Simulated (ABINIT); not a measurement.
# NiO (Fm-3m) in ABINIT: notebook, part 2 of 3

ABINIT 10.8.3 (patched build).

**3. Single point, PBE, collinear spin, ferromagnetic start (cell relaxed)**

Input file run.abi:

```
# Pseudopotentials
pp_dirpath "./"
pseudos "Ni.upf, O.upf"

# Structure
acell 3*1.0 Angstrom
rprim
     0.0000000000     2.0792718900     2.0792718900
     2.0792718900     0.0000000000     2.0792718900
     2.0792718900     2.0792718900     0.0000000000
ntypat 2
znucl 28 8
natom 2
typat 1 2
xred
     0.0000000000     0.0000000000     0.0000000000
     0.5000000000     0.5000000000     0.5000000000
chkprim 0
chksymtnons 0
tolsym 1.0e-6

# Plane-wave basis
ecut 49.0

# k points
kptopt 1
ngkpt 8 8 8
nshiftk 1
shiftk 0.0 0.0 0.0

# Exchange and correlation
ixc 11

# Bands and occupations
nband 17
occopt 3
tsmear 0.05 eV

# Spin
nsppol 2
spinat
     0.0000000000     0.0000000000     1.0000000000
     0.0000000000     0.0000000000     0.0000000000

# SCF cycle
nstep 100
tolvrs 1.0e-10

# Output
iomode 3
prtwf 0
prteig 0
prtebands 0
enunit 2
prtden 1
prtvha 1
prtvclmb 1
prtpot 1
```

Potentials or basis: PseudoDojo NC SR PBE v0.4.1 standard.

The run is started by

```
> abinit run.abi > log 2>&1
```

run.abo:

```text
.Version 10.8.3 of ABINIT
 Symmetries : space group Fm -3 m (#225); Bravais cF (face-center cubic)
================================================================================
 Values of the parameters that define the memory need of the present run
     intxc =       0    ionmov =       0      iscf =       7    lmnmax =       6
     lnmax =       6     mgfft =      36  mpssoang =       3    mqgrid =    3001
     natom =       2  nloc_mem =       1    nspden =       2   nspinor =       1
    nsppol =       2      nsym =      48    n1xccc =    2501    ntypat =       2
    occopt =       3   xclevel =       2
       mpw =        2003          nfft =       46656          nkpt =          29
================================================================================
================================================================================

--------------------------------------------------------------------------------
------------- Echo of variables that govern the present computation ------------
--------------------------------------------------------------------------------
 -outvars: echo values of preprocessed input variables --------
            acell      1.8897261259E+00  1.8897261259E+00  1.8897261259E+00 Bohr
              amu      5.86900000E+01  1.59994000E+01
          chkprim           0
      chksymtnons           0
             ecut      4.90000000E+01 Hartree
           enunit           2
              ixc          11
         kptrlatt        8    0    0      0    8    0      0    0    8
          kptrlen      4.44544391E+01
            natom           2
            nband          17
            ngfft          36      36      36
             nkpt          29
           nspden           2
           nsppol           2
            nstep         100
             nsym          48
           ntypat           2
           occopt           3
        prtebands           0
           prteig           0
           prtpot           1
         prtvclmb           1
           prtvha           1
            prtwf           0
            rprim      0.0000000000E+00  2.0792718900E+00  2.0792718900E+00
                       2.0792718900E+00  0.0000000000E+00  2.0792718900E+00
                       2.0792718900E+00  2.0792718900E+00  0.0000000000E+00
          spgroup         225
           spinat      0.0000000000E+00  0.0000000000E+00  1.0000000000E+00
[... 173 lines left out ...]

 Eigenvalues (hartree) for nkpt=  29  k points, SPIN DOWN:
 kpt#   1, nband= 17, wtk=  0.00195, kpt=  0.0000  0.0000  0.0000 (reduced coord)
  -3.43924   -1.98046   -1.98046   -1.98046   -0.39744    0.24499    0.24499    0.24499
   0.26927    0.26927    0.26927    0.31629    0.31629    0.40885    0.99052    1.04103
   1.04103
      occupation numbers for kpt#   1
   1.00000    1.00000    1.00000    1.00000    1.00000    1.00000    1.00000    1.00000
   1.00000    1.00000    1.00000    0.99998    0.99998    0.00000    0.00000    0.00000
   0.00000
 prteigrs : prtvol=0 or 1, do not print more k-points.

 Fermi (or HOMO) energy (eV) =   9.15216   Average Vxc (eV)= -13.17845
 Eigenvalues (   eV  ) for nkpt=  29  k points, SPIN UP:
 kpt#   1, nband= 17, wtk=  0.00195, kpt=  0.0000  0.0000  0.0000 (reduced coord)
 -95.24188  -55.68222  -55.68222  -55.68222  -11.29789    5.77233    5.77233    6.08307
   6.08307    6.08307    6.41256    6.41256    6.41256   10.77800   27.04340   28.09791
  28.09791
 prteigrs : prtvol=0 or 1, do not print more k-points.

 Eigenvalues (   eV  ) for nkpt=  29  k points, SPIN DOWN:
 kpt#   1, nband= 17, wtk=  0.00195, kpt=  0.0000  0.0000  0.0000 (reduced coord)
 -93.58637  -53.89097  -53.89097  -53.89097  -10.81503    6.66651    6.66651    6.66651
   7.32711    7.32711    7.32711    8.60657    8.60657   11.12525   26.95346   28.32799
  28.32799
 prteigrs : prtvol=0 or 1, do not print more k-points.

--- !EnergyTerms
iteration_state     : {dtset: 1, }
comment             : Components of total free energy in Hartree
kinetic             :  9.05014338725054E+01
hartree             :  5.39377278710383E+01
xc                  : -2.56449482155613E+01
Ewald energy        : -1.19993035025744E+02
psp_core            :  5.09557672853108E+00
local_psp           : -1.58861952281424E+02
non_local_psp       : -2.93201617780907E+01
internal            : -1.84285358828746E+02
'-kT*entropy'       : -1.99842353596858E-04
total_energy        : -1.84285558671100E+02
total_energy_eV     : -5.01466551655568E+03
band_energy         : -1.67210572764076E+01
...

 Cartesian components of stress tensor (hartree/bohr^3)
  sigma(1 1)= -2.82949415E-04  sigma(3 2)=  0.00000000E+00
  sigma(2 2)= -2.82949415E-04  sigma(3 1)=  0.00000000E+00
  sigma(3 3)= -2.82949415E-04  sigma(2 1)=  0.00000000E+00

-Cartesian components of stress tensor (GPa)         [Pressure=  8.3247E+00 GPa]
- sigma(1 1)= -8.32465919E+00  sigma(3 2)=  0.00000000E+00
- sigma(2 2)= -8.32465919E+00  sigma(3 1)=  0.00000000E+00
- sigma(3 3)= -8.32465919E+00  sigma(2 1)=  0.00000000E+00

== END DATASET(S) ==============================================================
================================================================================

 -outvars: echo values of variables after computation  --------
            acell      1.8897261259E+00  1.8897261259E+00  1.8897261259E+00 Bohr
           etotal     -1.8428555867E+02
            fcart     -0.0000000000E+00 -0.0000000000E+00 -0.0000000000E+00
                      -0.0000000000E+00 -0.0000000000E+00 -0.0000000000E+00
            rprim      0.0000000000E+00  2.0792718900E+00  2.0792718900E+00
                       2.0792718900E+00  0.0000000000E+00  2.0792718900E+00
                       2.0792718900E+00  2.0792718900E+00  0.0000000000E+00
           strten     -2.8294941464E-04 -2.8294941464E-04 -2.8294941464E-04
                       0.0000000000E+00  0.0000000000E+00  0.0000000000E+00
           xangst      0.0000000000E+00  0.0000000000E+00  0.0000000000E+00
                       2.0792718900E+00  2.0792718900E+00  2.0792718900E+00
             xred      0.0000000000E+00  0.0000000000E+00  0.0000000000E+00
                       5.0000000000E-01  5.0000000000E-01  5.0000000000E-01
 Calculation completed.
```

Wall time 76 s (1 thread of Intel Xeon 6975P-C (Granite Rapids), shared host); peak memory 0.1 GiB.

Results:

```
Free energy                                           : -5014.6655 eV
Pressure                                              : 8.3 GPa
Band gap on the k mesh                                : none (metal or under the smearing width)
Net moment                                            : 1.85 μB per cell
Site moments                                          : Ni +1.51; O +0.33 μB
Valence electrons inside the program's atomic spheres : Ni 16.19; O 6.23
```

Levels at points of the mesh, in eV from the Fermi level:
Spin up:
```csv
k point,band 11,band 12,band 13,band 14,band 15,band 16
"(0.00, 0.00, 0.00)",-2.74,-2.74,-2.74,1.63,17.89,18.95
"(0.50, 0.00, 0.00)",-1.48,0.18,0.18,5.63,10.07,14.10
"(0.50, 0.50, 0.00)",-2.45,-1.72,-1.72,6.23,10.63,12.24
```
Spin down:
| k point | band 7 | band 8 | band 9 | band 10 | band 11 | band 12 | band 13 | band 14 | band 15 | band 16 |
| --- | --- | --- | --- | --- | --- | --- | --- | --- | --- | --- |
| (0.00, 0.00, 0.00) | -2.49 | -2.49 | -1.83 | -1.83 | -1.83 | -0.55 | -0.55 | 1.97 | 17.80 | 19.18 |
| (0.50, 0.00, 0.00) | -4.84 | -4.84 | -0.90 | -0.90 | -0.52 | 2.33 | 2.33 | 5.79 | 10.62 | 14.35 |
| (0.50, 0.50, 0.00) | -3.87 | -3.87 | -2.84 | -0.70 | -0.70 | -0.11 | 0.46 | 6.63 | 11.02 | 12.53 |

Caveat: small starting moments can end in a higher magnetic state in this program; a cell with one magnetic atom can't hold antiferromagnetic order, which such compounds often take; semilocal functionals often make such compounds metallic where correlation or magnetic order opens a gap, which also shifts bond lengths.

**4. Single point, PBEsol, collinear spin, ferromagnetic start**

Input file run.abi:

```
# Pseudopotentials
pp_dirpath "./"
pseudos "Ni.upf, O.upf"

# Structure
acell 5.5745227313 5.5745227313 5.5745227313
rprim
     0.0000000000     0.7071067812     0.7071067812
     0.7071067812     0.0000000000     0.7071067812
     0.7071067812     0.7071067812     0.0000000000
ntypat 2
znucl 28 8
natom 2
typat 1 2
xred
     0.0000000000     0.0000000000     0.0000000000
     0.5000000000     0.5000000000     0.5000000000

# Plane-wave basis
ecut 45.0

# k points
kptopt 1
ngkpt 8 8 8
nshiftk 1
shiftk 0.0 0.0 0.0

# Exchange and correlation
ixc -116133

# Bands and occupations
nband 17
occopt 3
tsmear 0.00183747

# Spin
nsppol 2
spinat
     0.0000000000     0.0000000000     1.0000000000
     0.0000000000     0.0000000000     0.0000000000

# SCF cycle
nstep 100
tolvrs 1.0e-10

# Output
iomode 3
prtwf 0
prtden 0
prteig 0
prtebands 0
enunit 2
```

Potentials or basis: PseudoDojo NC SR PBEsol v0.4.1 standard.

The run is started by

```
> abinit run.abi > log 2>&1
```

Run time: 3.2 min. Hardware: 1 thread of Arm Neoverse V1, shared host; peak memory 0.1 GiB.

It converged, with:

```
Free energy                                           : -5009.3868 eV
Pressure                                              : -6.2 GPa
Band gap on the k mesh                                : none (metal or under the smearing width)
Net moment                                            : 1.69 μB per cell
Site moments                                          : Ni +1.39; O +0.29 μB
Valence electrons inside the program's atomic spheres : Ni 16.19; O 6.18
```

Levels at points of the mesh, in eV from the Fermi level:
Spin up:
```
           k point  band 9  band 10  band 11  band 12  band 13  band 14  band 15  band 16  band 17
(0.00, 0.00, 0.00)   -3.05    -3.05    -2.55    -2.55    -2.55     1.53    17.67    18.79    18.79
(0.50, 0.00, 0.00)   -1.83    -1.83    -1.31     0.34     0.34     5.50     9.93    13.95    13.95
(0.50, 0.50, 0.00)   -3.45    -2.71    -2.14    -1.51    -1.51     6.13    10.46    12.12    16.53
```
Spin down:
| k point | band 8 | band 9 | band 10 | band 11 | band 12 | band 13 | band 14 | band 15 |
| --- | --- | --- | --- | --- | --- | --- | --- | --- |
| (0.00, 0.00, 0.00) | -2.53 | -1.65 | -1.65 | -1.65 | -0.70 | -0.70 | 1.85 | 17.61 |
| (0.50, 0.00, 0.00) | -4.87 | -0.74 | -0.74 | -0.37 | 2.17 | 2.17 | 5.66 | 10.44 |
| (0.50, 0.50, 0.00) | -3.90 | -2.68 | -0.51 | -0.51 | -0.27 | 0.29 | 6.50 | 10.83 |

Caveat: Libxc's GGAs can fail where the two spin gradients oppose each other; small starting moments can end in a higher magnetic state in this program; a cell with one magnetic atom can't hold antiferromagnetic order, which such compounds often take; semilocal functionals often make such compounds metallic where correlation or magnetic order opens a gap, which also shifts bond lengths.

(Part 2 of 3 ends here.)
